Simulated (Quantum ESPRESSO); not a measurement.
# ZnS (Wurtzite-2H) (P6_3mc) in Quantum ESPRESSO: convergence with density cutoff

Aim: find how far density cutoff must go before the results for ZnS (Wurtzite-2H) settle, at PBE. This setting moves, with any that are tied to it; all else stays.

All numbers are computed with Quantum ESPRESSO 7.5; they aren't measurements. Logs are shortened: lines on timing, memory, paths and dates and some standing lists are left out, and cuts for length are marked.

## 1. The structure

It takes space group P6_3mc (No. 186, hexagonal). The conventional cell has a = 3.811 Å, b = 3.811 Å, c = 6.234 Å, α = 90.00°, β = 90.00°, γ = 120.00°. Zn (site symmetry 3m) is surrounded by 4 S at 2.31 to 2.40 Å. S (site symmetry 3m) is surrounded by 4 Zn at 2.31 to 2.40 Å.

## 2. With density cutoff 220 Ry

Contents of pw.in:

```
&CONTROL
  calculation = 'scf'
  prefix = 'pwscf'
  outdir = './tmp'
  pseudo_dir = './pseudo'
  tprnfor = .true.
  tstress = .true.
  disk_io = 'nowf'
/
&SYSTEM
  ibrav = 0
  nat = 4
  ntyp = 2
  ecutwfc = 55
  ecutrho = 220
  nbnd = 36
  occupations = 'smearing'
  smearing = 'mv'
  degauss = 0.00734986
/
&ELECTRONS
  conv_thr = 8d-10
  electron_maxstep = 120
  mixing_beta = 0.5
/
ATOMIC_SPECIES
Zn    65.3800 Zn_pbe_v1.uspp.F.UPF
S     32.0600 s_pbe_v1.4.uspp.F.UPF
CELL_PARAMETERS angstrom
   3.8110000000    0.0000000000    0.0000000000
  -1.9055000000    3.3004228138    0.0000000000
   0.0000000000    0.0000000000    6.2340000000
ATOMIC_POSITIONS crystal
Zn     0.6666666667    0.3333333333    0.5000000000
Zn     0.3333333333    0.6666666667    0.0000000000
S      0.6666666667    0.3333333333    0.8850000000
S      0.3333333333    0.6666666667    0.3850000000
K_POINTS automatic
8 8 5 0 0 0
```

Potentials or basis: SSSP 1.3 efficiency PBE.

Started as:

```bash
$ OMP_NUM_THREADS=1 pw.x -in pw.in > pw.out
```

pw.out:

```text
This program is part of the open-source Quantum ESPRESSO suite
     for quantum simulation of materials; please cite
         "P. Giannozzi et al., J. Phys.:Condens. Matter 21 395502 (2009);
         "P. Giannozzi et al., J. Phys.:Condens. Matter 29 465901 (2017);
         "P. Giannozzi et al., J. Chem. Phys. 152 154105 (2020);
     in publications or presentations arising from this work. More details at

     Message from routine setup:
     using ibrav=0 with symmetry is DISCOURAGED, use correct ibrav instead

     G-vector sticks info
     --------------------
     sticks:   dense  smooth     PW     G-vecs:    dense   smooth      PW
     Sum         769     769    235                29059    29059    4573

     Using Slab Decomposition

     bravais-lattice index     =            0
     lattice parameter (alat)  =       7.2017  a.u.
     unit-cell volume          =     529.1416 (a.u.)^3
     number of atoms/cell      =            4
     number of atomic types    =            2
     number of electrons       =        52.00
     number of Kohn-Sham states=           36
     kinetic-energy cutoff     =      55.0000  Ry
     charge density cutoff     =     220.0000  Ry
     scf convergence threshold =      8.0E-10
     mixing beta               =       0.5000
     number of iterations used =            8  plain     mixing
     Exchange-correlation=  SLA  PW   PBX  PBC
                           (   1   4   3   4   0   0   0)

     celldm(1)=   7.201746  celldm(2)=   0.000000  celldm(3)=   0.000000
     celldm(4)=   0.000000  celldm(5)=   0.000000  celldm(6)=   0.000000

     crystal axes: (cart. coord. in units of alat)
               a(1) = (   1.000000   0.000000   0.000000 )
               a(2) = (  -0.500000   0.866025   0.000000 )
               a(3) = (   0.000000   0.000000   1.635791 )

     reciprocal axes: (cart. coord. in units 2 pi/alat)
               b(1) = (  1.000000  0.577350 -0.000000 )
               b(2) = (  0.000000  1.154701  0.000000 )
               b(3) = (  0.000000 -0.000000  0.611325 )

     PseudoPot. # 1 for Zn read from file:
     Zn_pbe_v1.uspp.F.UPF
     Pseudo is Ultrasoft, Zval = 20.0
     Generated by new atomic code, or converted to UPF format
     Using radial grid of  943 points,  6 beta functions with:
                l(1) =   0
                l(2) =   0
                l(3) =   1
                l(4) =   1
                l(5) =   2
                l(6) =   2
     Q(r) pseudized with  8 coefficients,  rinner =    1.100   1.100   1.100
                                                       1.100   1.100

     PseudoPot. # 2 for S  read from file:
     s_pbe_v1.4.uspp.F.UPF
     Pseudo is Ultrasoft + core correction, Zval =  6.0
     Generated by new atomic code, or converted to UPF format
     Using radial grid of  907 points,  6 beta functions with:
                l(1) =   0
                l(2) =   0
                l(3) =   1
                l(4) =   1
                l(5) =   2
                l(6) =   2
     Q(r) pseudized with  8 coefficients,  rinner =    1.300   1.300   1.300
                                                       1.300   1.300

     atomic species   valence    mass     pseudopotential
     Zn               20.00    65.38000     Zn( 1.00)
     S                 6.00    32.06000     S ( 1.00)

     12 Sym. Ops. (no inversion) found ( 6 have fractional translation)

   Cartesian axes

     site n.     atom                  positions (alat units)
         1        Zn     tau(   1) = (   0.5000000   0.2886751   0.8178956  )
         2        Zn     tau(   2) = (  -0.0000000   0.5773503   0.0000000  )
         3        S      tau(   3) = (   0.5000000   0.2886751   1.4476752  )
         4        S      tau(   4) = (  -0.0000000   0.5773503   0.6297796  )

     number of k points=    30  Marzari-Vanderbilt smearing, width (Ry)=  0.0073
                       cart. coord. in units 2pi/alat
        k(    1) = (   0.0000000   0.0000000   0.0000000), wk =   0.0062500
        k(    2) = (   0.0000000   0.0000000   0.1222650), wk =   0.0125000
        k(    3) = (   0.0000000   0.0000000   0.2445300), wk =   0.0125000
        k(    4) = (   0.0000000   0.1443376   0.0000000), wk =   0.0375000
        k(    5) = (   0.0000000   0.1443376   0.1222650), wk =   0.0750000
        k(    6) = (   0.0000000   0.1443376   0.2445300), wk =   0.0750000
[... 22 lines left out ...]
        k(   29) = (   0.2500000   0.5773503   0.1222650), wk =   0.0750000
        k(   30) = (   0.2500000   0.5773503   0.2445300), wk =   0.0750000

     Dense  grid:    29059 G-vectors     FFT dimensions: (  36,  36,  60)

     Initial potential from superposition of free atoms

     starting charge      51.9996, renormalised to      52.0000
     Starting wfcs are   34 randomized atomic wfcs +    2 random wfcs

     Self-consistent Calculation

     iteration #  1     ecut=    55.00 Ry     beta= 0.50
     Davidson diagonalization with overlap
     ethr =  1.00E-02,  avg # of iterations =  4.2

     Threshold (ethr) on eigenvalues was too large:
     Diagonalizing with lowered threshold

     Davidson diagonalization with overlap
     ethr =  4.12E-04,  avg # of iterations =  1.5

     total energy              =    -971.48288919 Ry
     estimated scf accuracy    <       0.20738063 Ry
[... 57 lines left out ...]
     iteration # 10     ecut=    55.00 Ry     beta= 0.50
     Davidson diagonalization with overlap
     ethr =  1.93E-12,  avg # of iterations =  2.5

     End of self-consistent calculation

          k = 0.0000 0.0000 0.0000 (  3669 PWs)   bands (ev):

  -118.0623-118.0623 -72.2330 -72.2328 -72.2315 -72.2315 -72.2315 -72.2315
    -6.3655  -5.4398   0.4687   0.4687   0.5329   0.5329   0.5440   0.9521
     0.9521   1.0325   1.0325   1.1900   1.6679   5.9752   5.9752   6.8230
     6.8230   6.8337   9.0771   9.8252  13.1111  13.1111  13.4149  14.4208
    14.4208  16.1295  16.8747  16.8748
[... 83 lines left out ...]
  -118.0623-118.0623 -72.2329 -72.2329 -72.2316 -72.2316 -72.2315 -72.2315
    -5.4471  -5.2916   0.4803   0.5229   0.6427   0.6863   0.7560   0.7722
     1.0047   1.0265   1.0328   1.1231   2.3469   2.6758   4.7775   5.1444
     5.5183   5.5641  10.4113  10.8773  12.0798  12.5481  15.1073  15.3648
    15.8844  16.1958  17.6713  18.8047

          k = 0.0000-0.5774 0.0000 (  3602 PWs)   bands (ev):

  -118.0623-118.0623 -72.2329 -72.2329 -72.2316 -72.2316 -72.2315 -72.2315
    -5.4264  -5.1037   0.5064   0.6106   0.7213   0.7726   0.8123   0.8658
     1.0053   1.0646   1.1275   1.1415   2.0127   2.6197   3.6776   4.5811
     5.2755   5.8500  10.4482  11.0937  12.0100  13.9468  14.2309  15.2463
    15.8860  18.1867  18.8780  19.4657

          k = 0.0000-0.5774 0.1223 (  3626 PWs)   bands (ev):

  -118.0623-118.0623 -72.2329 -72.2329 -72.2316 -72.2316 -72.2315 -72.2315
    -5.3927  -5.1308   0.4974   0.6256   0.6467   0.7575   0.8138   0.8713
     1.0083   1.0547   1.1512   1.1662   1.8852   2.4234   4.1078   4.6895
     5.4708   5.7099  10.5080  10.5552  12.4710  13.1398  14.2739  14.9583
    16.5353  17.9277  18.6047  19.8168

          k = 0.0000-0.5774 0.2445 (  3630 PWs)   bands (ev):

  -118.0623-118.0623 -72.2329 -72.2329 -72.2316 -72.2316 -72.2315 -72.2315
    -5.3067  -5.2061   0.4917   0.5388   0.6658   0.7167   0.8258   0.8518
     1.0178   1.0346   1.1765   1.1985   1.8512   2.0766   4.9384   4.9819
     5.3680   5.5274  10.2589  10.6436  12.0008  12.2001  15.1720  15.5605
    16.4635  16.5128  18.9098  19.3296
[... 115 lines left out ...]
  -118.0623-118.0623 -72.2329 -72.2329 -72.2316 -72.2316 -72.2316 -72.2315
    -5.2046  -5.1609   0.6047   0.6555   0.6627   0.7227   0.8388   0.8410
     0.9624   0.9656   1.2626   1.3083   2.0232   2.1521   3.6657   4.1446
     5.3501   5.5834  11.2629  11.5807  12.8744  13.2878  13.9338  14.4818
    16.2513  16.4322  17.7129  17.8095

     the Fermi energy is     7.7032 ev

!    total energy              =    -971.54158571 Ry
     estimated scf accuracy    <          2.6E-11 Ry
     smearing contrib. (-TS)   =       0.00000000 Ry
     internal energy E=F+TS    =    -971.54158571 Ry

     The total energy is F=E-TS. E is the sum of the following terms:
     one-electron contribution =    -908.87722451 Ry
     hartree contribution      =     468.37057679 Ry
     xc contribution           =    -101.41987312 Ry
     ewald contribution        =    -429.61506487 Ry

     convergence has been achieved in  10 iterations

     Forces acting on atoms (cartesian axes, Ry/au):

     atom    1 type  1   force =     0.00000000    0.00000000    0.01248554
     atom    2 type  1   force =     0.00000000   -0.00000000    0.01248554
     atom    3 type  2   force =     0.00000000    0.00000000   -0.01248554
     atom    4 type  2   force =     0.00000000    0.00000000   -0.01248554

     Total force =     0.024971     Total SCF correction =     0.000005

     Computing stress (Cartesian axis) and pressure

          total   stress  (Ry/bohr**3)                   (kbar)     P=       23.63
   0.00020703   0.00000000   0.00000000           30.45        0.00        0.00
   0.00000000   0.00020703   0.00000000            0.00       30.45        0.00
   0.00000000   0.00000000   0.00006779            0.00        0.00        9.97

=------------------------------------------------------------------------------=
   JOB DONE.
=------------------------------------------------------------------------------=
```

It took 87 s on 1 thread of Arm Neoverse V1, shared host; peak memory 0.2 GiB.

What came out:

```yaml
Free_energy: -13218.4967 eV
Pressure: 2.4 GPa
Largest_force: 0.321 eV/Å
Band_gap_on_the_k_mesh: 2.24 eV, direct
```

## 3. With density cutoff 275 Ry

pw.in: that of step 2 with these lines changed.

```diff
@@ -14,3 +14,3 @@
   ecutwfc = 55
-  ecutrho = 220
+  ecutrho = 275
   nbnd = 36
```

Potentials or basis: SSSP 1.3 efficiency PBE.

Started as:

```bash
$ OMP_NUM_THREADS=1 pw.x -in pw.in > pw.out
```

Wall time 89 s (1 thread of Arm Neoverse V1, shared host); peak memory 0.23 GiB.

Results:

```
Free energy            : -13218.4967 eV
Pressure               : 2.4 GPa
Largest force          : 0.321 eV/Å
Band gap on the k mesh : 2.24 eV, direct
```

## 4. With density cutoff 330 Ry

pw.in: that of step 3 with these lines changed.

```diff
@@ -14,3 +14,3 @@
   ecutwfc = 55
-  ecutrho = 275
+  ecutrho = 330
   nbnd = 36
```

Started as:

```bash
$ OMP_NUM_THREADS=1 pw.x -in pw.in > pw.out
```

Run time: 91 s. Hardware: 1 thread of Arm Neoverse V1, shared host; peak memory 0.28 GiB.

What came out:

- Free energy: -13218.4969 eV
- Pressure: 2.4 GPa
- Largest force: 0.320 eV/Å
- Band gap on the k mesh: 2.24 eV, direct

## 5. With density cutoff 385 Ry

pw.in: that of step 4 with these lines changed.

```diff
@@ -14,3 +14,3 @@
   ecutwfc = 55
-  ecutrho = 330
+  ecutrho = 385
   nbnd = 36
```

Started as:

```bash
$ OMP_NUM_THREADS=1 pw.x -in pw.in > pw.out
```

Run time: 94 s. Hardware: 1 thread of Arm Neoverse V1, shared host; peak memory 0.33 GiB.

Results:

```
Free energy            : -13218.4966 eV
Pressure               : 2.4 GPa
Largest force          : 0.320 eV/Å
Band gap on the k mesh : 2.24 eV, direct
```

## 6. With density cutoff 440 Ry

pw.in: that of step 5 with these lines changed.

```diff
@@ -14,3 +14,3 @@
   ecutwfc = 55
-  ecutrho = 385
+  ecutrho = 440
   nbnd = 36
```

Potentials or basis: SSSP 1.3 efficiency PBE.

Started as:

```bash
$ OMP_NUM_THREADS=1 pw.x -in pw.in > pw.out
```

Wall time 96 s (1 thread of Arm Neoverse V1, shared host); peak memory 0.38 GiB.

Results (log left out):

* Free energy: -13218.4968 eV
* Pressure: 2.4 GPa
* Largest force: 0.320 eV/Å
* Band gap on the k mesh: 2.24 eV, direct

## 7. With density cutoff 550 Ry

pw.in: that of step 6 with these lines changed.

```diff
@@ -14,3 +14,3 @@
   ecutwfc = 55
-  ecutrho = 440
+  ecutrho = 550
   nbnd = 36
```

Started as:

```bash
$ OMP_NUM_THREADS=1 pw.x -in pw.in > pw.out
```

Run time: 1.7 min. Hardware: 1 thread of Arm Neoverse V1, shared host; peak memory 0.5 GiB.

The run converged. Its results:

```yaml
Free_energy: -13218.4966 eV
Pressure: 2.4 GPa
Largest_force: 0.320 eV/Å
Band_gap_on_the_k_mesh: 2.24 eV, direct
```

## 8. With density cutoff 660 Ry

pw.in: that of step 7 with these lines changed.

```diff
@@ -14,3 +14,3 @@
   ecutwfc = 55
-  ecutrho = 550
+  ecutrho = 660
   nbnd = 36
```

Started as:

```bash
$ OMP_NUM_THREADS=1 pw.x -in pw.in > pw.out
```

Wall time 1.9 min (1 thread of Arm Neoverse V1, shared host); peak memory 0.62 GiB.

Results (log left out):

```yaml
Free_energy: -13218.4966 eV
Pressure: 2.4 GPa
Largest_force: 0.320 eV/Å
Band_gap_on_the_k_mesh: 2.24 eV, direct
```

## 9. With density cutoff 880 Ry

pw.in: that of step 8 with these lines changed.

```diff
@@ -14,3 +14,3 @@
   ecutwfc = 55
-  ecutrho = 660
+  ecutrho = 880
   nbnd = 36
```

Potentials or basis: SSSP 1.3 efficiency PBE.

Started as:

```bash
$ OMP_NUM_THREADS=1 pw.x -in pw.in > pw.out
```

Wall time 2.2 min (1 thread of Arm Neoverse V1, shared host); peak memory 0.87 GiB.

The run converged. Its results:

- Free energy: -13218.4966 eV
- Pressure: 2.4 GPa
- Largest force: 0.320 eV/Å
- Band gap on the k mesh: 2.24 eV, direct

## 10. Result

```tsv
density cutoff	energy less the tightest run, at zero smearing (meV/atom)	SCF cycles	CPU time (s)	peak memory (GiB)
220 Ry	-0.01	10	87	0.2
275 Ry	-0.02	10	89	0.23
330 Ry	-0.06	10	91	0.28
385 Ry	0.00	10	94	0.33
440 Ry	-0.04	10	96	0.38
550 Ry	0.00	10	100	0.5
660 Ry	0.00	10	110	0.62
880 Ry	0.00	10	130	0.87
```

Against the tightest run, the energy stays within 1 meV/atom from 220 Ry on. The tightest run that finished is the yardstick and may itself not be fully converged.

Caveats: this smearing can shift energies of a crystal with a gap.
